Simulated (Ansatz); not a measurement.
Wires are cut from relaxed bulk BN (F-43m, 5.95 Å³/atom, gap on the mesh 4.46 eV); atoms and period are relaxed, and energies count from that bulk. Caps count from half an H2 molecule.

Computed with DFT PBE, scalar-relativistic, plane waves, PAW in Ansatz 0.2.0.

Cutoff 420 eV, Gaussian smearing of 0.05 eV, energies at zero smearing, symmetry of each start kept, no spin polarisation.

```csv
start,atoms,k mesh,excess energy (eV per host atom),line energy (eV/Å),period (Å),gap on the mesh (eV),highest filled level or Fermi level under vacuum (eV)
"[111] wire, 8 host atoms a period with H caps",22,1×1×6,0.115,0.143,6.448,5.50,6.43
"[111] wire, 12 host atoms a period with H caps",30,1×1×6,0.092,0.171,6.443,5.44,6.44
"[111] wire, 14 host atoms a period with H caps",32,1×1×6,0.120,0.262,6.407,4.78,5.92
```

Each run keeps its start's symmetry and one magnetic start, so lower states can exist.

Cost: 3 runs of about 20 core-minutes in all, on Arm Neoverse V1 (shared hosts).